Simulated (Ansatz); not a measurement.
Which start gave this state of Mn?

The cell (2 atoms) is Mn as an experimental structure (space group Fm-3m, primitive cell doubled). Source: COD entry 9008590; it may be a high-temperature, high-pressure or metastable form.

```
CELL_PARAMETERS angstrom
0.00000 1.93150 1.93150
1.93150 0.00000 1.93150
3.86300 3.86300 0.00000
ATOMIC_POSITIONS crystal
Mn 0.00000 0.00000 0.00000
Mn 0.00000 0.00000 0.50000
```

Numbers behind element symbols give the atom's place in this list.

All numbers below come from DFT, r2SCAN, PAW, plane waves, scalar-relativistic (Ansatz).

```
Plane-wave cutoff : 500 eV
k-point mesh      : 10×10×5 (Γ-centred)
Occupations       : Gaussian smearing, 0.1 eV
```

The total moment includes the space between the atomic spheres.

r2SCAN tends to overstate moments and magnetic energies in itinerant metals.

“Plain SCF” means no search for lower states. The default search lets the program follow hints of a lower state (another filling of open shells, a soft direction), where it sees any. With a search on, the program may also reshape the start on open shells. Ends within 0.2 meV/atom and 0.1 μB count as one state.

One run gave this history:

| iteration | Harris–Foulkes energy + 7807 (eV) | largest residual (eV) | M (μB) | absolute moment (μB) |
| --- | --- | --- | --- | --- |
| 1 | 0.7247 | 7.57e-01 | 3.80 | 4.35 |
| 2 | 0.6739 | 3.26e-01 | 3.62 | 4.49 |
| 3 | 0.4678 | 3.23e+00 | 3.27 | 4.24 |
| 4 | 0.5709 | 2.96e-01 | 3.23 | 4.70 |
| 5 | 0.4739 | 3.07e-01 | 3.03 | 4.78 |
| 6 | 0.4024 | 2.69e-01 | 2.91 | 4.87 |
| 8 | 0.3489 | 7.42e-01 | 2.29 | 5.21 |
| 11 | 0.5037 | 1.09e-02 | 3.21 | 4.68 |
| 15 | 0.3627 | 3.70e-02 | 3.59 | 4.59 |
| 18 | 0.2795 | 2.35e-02 | 2.85 | 4.93 |
| 22 | 0.2789 | 2.29e-02 | 2.92 | 4.90 |
| 25 | 0.3269 | 2.01e-03 | 3.35 | 4.63 |
| 29 | 0.2945 | 6.20e-04 | 3.40 | 4.69 |
| 32 | 0.2980 | 3.08e-03 | 3.48 | 4.67 |
| 36 | 0.2864 | 5.23e-05 | 3.08 | 4.80 |
| 39 | 0.2857 | 1.53e-06 | 3.05 | 4.81 |
| 43 | 0.2857 | 9.39e-08 | 3.04 | 4.82 |
| 46 | 0.2857 | 1.63e-09 | 3.04 | 4.82 |

It ended ferrimagnetic, site moments Mn1 -0.67, Mn2 3.67 μB, total 3.04 μB per cell, no gap on the k-mesh.

**Question.** These set-ups ended in different states. Which one gave the run above?
A. parallel moments, plain SCF [Mn1 4.50, Mn2 4.50 μB]
B. opposed moments +-, default search for lower states [Mn1 4.50, Mn2 -4.50 μB]
C. a moment on one site alone, plain SCF [Mn2 4.50 μB]

**Answer.** C. The others ended as follows, with energies against this run: “parallel moments, plain SCF” ferromagnetic, -376 meV/atom; “opposed moments +-, default search for lower states” antiferromagnetic, -497 meV/atom.
